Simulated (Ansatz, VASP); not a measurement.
**Sb in VASP and in Ansatz**

```
CELL_PARAMETERS angstrom
0.00000 2.37124 2.37124
2.37124 0.00000 2.37124
2.37124 2.37124 0.00000
ATOMIC_POSITIONS crystal
Sb 0.00000 0.00000 0.00000
```

This isn't the form of Sb at room conditions, which is rhombohedral.

Alike in both runs: task relaxation of cell and atoms; functional PBEsol; dispersion D4; k mesh 10 × 10 × 10; occupations fermi-dirac, width 0.05 eV; no spin polarisation.

```csv
,VASP,Ansatz
version,VASP 6.6.1,Ansatz 0.2.0
potentials or method,"VASP PAW PBE potentials, release 64 (Sb)",Ansatz PAW
plane-wave cutoff (eV),600,420
valence electrons in the cell,5,15
```

|  | VASP | Ansatz | Ansatz less VASP |
| --- | --- | --- | --- |
| gap on the k mesh at the Fermi level, each at its own relaxed structure (eV) | none | none | - |
| relaxed volume (Å³/atom) | 25.33 | 25.33 | -0.001 |
| relaxed cell length with the largest relative difference (Å) | 3.297 | 3.297 | 0.0000 |
| energy change over the relaxation (meV/atom) | -14 | -14 | +0.2 |

A gap of «none» marks a metal or a gap that the smearing closes. The two sets of potentials don't hold the same shells in valence.

Caveats: pairwise dispersion overbinds metals, which lowers pressure and volume; the PAW data sets were made with another functional, which shifts forces and pressure a little (VASP); the plane-wave basis is chosen anew once the cell has moved, so the energies of steps on either side of that aren't comparable (Ansatz); the PAW data sets come from PBE, with cores solved anew for the run's functional, which leaves a small shift of forces and pressure (Ansatz). Spin-orbit coupling is left out, which matters for the levels of Sb.
